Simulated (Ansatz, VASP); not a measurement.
This is a calculation of TiSi2 for Ansatz 0.2.0.

Contents of input.yaml:

```yaml
crystal:
  lattice:
    - [4.3452791153, 0.0, 0.0]
    - [-2.1726395577, 3.7631227238, 0.0]
    - [0.0, 0.0, 2.5438214955]
  atoms:
    - { symbol: Ti, position: [0.0, 0.0, 0.0] }
    - { symbol: Si, position: [0.33333, 0.66667, 0.5] }
    - { symbol: Si, position: [0.66667, 0.33333, 0.5] }
hamiltonian:
  xc: pbe
  pseudopotentials: { kind: paw }
kpoints:
  mp_grid: { grid: [7, 7, 10] }
scf:
  occupations: { method: fermi_dirac, width: 0.05 }
output:
  forces: true
  stress: true
  eigenvalues: true
```

Potentials or basis: Ansatz PAW.

Launch:

```sh
$ ansatz run input.yaml --threads 1 --pin off --max-ram 3584MiB --backend cpu --events-out ev --progress --plain --runs-dir out
```

Problem. Set up the same calculation for VASP 6.6.1. Potentials there: VASP PAW PBE potentials, release 64 (Ti_sv, Si).

Solution. As run (the cutoff follows the program's own potentials):

The input INCAR:

```
  ALGO = Normal
  EDIFF = 1E-7
  ENCUT = 520
  GGA = PE
  ISIF = 2
  ISMEAR = -1
  LASPH = T
  LCHARG = F
  LREAL = F
  LWAVE = F
  NBANDS = 17
  NELM = 60
  PREC = Accurate
  SIGMA = 0.05
```

File KPOINTS:

```
k-points
0
Gamma
  7 7 10
```

The input POSCAR:

```
TiSi2
1.0
    4.3452791153      0.0000000000      0.0000000000
   -2.1726395577      3.7631227238      0.0000000000
    0.0000000000      0.0000000000      2.5438214955
Ti Si
1 2
Direct
    0.0000000000      0.0000000000      0.0000000000
    0.3333300000      0.6666700000      0.5000000000
    0.6666700000      0.3333300000      0.5000000000
```

Potentials or basis: VASP PAW PBE potentials, release 64 (Ti_sv, Si).

Command:

```bash
$ cat potpaw_PBE.64/Ti_sv/POTCAR potpaw_PBE.64/Si/POTCAR > POTCAR
$ mpirun -np 1 vasp_std > vasp.out
```

Both were run:

|  | VASP | Ansatz | Ansatz less VASP |
| --- | --- | --- | --- |
| gap on the k mesh at the Fermi level (eV) | none | none | - |
| pressure (GPa) | 2.6 | 2.6 | +0.09 |
| largest component of the traceless stress (GPa) | 0.36 | 0.36 | +0.005 |

A gap of «none» marks a metal or a gap that the smearing closes. The functional is the same, so the differences come from potentials, cutoffs and numerics.
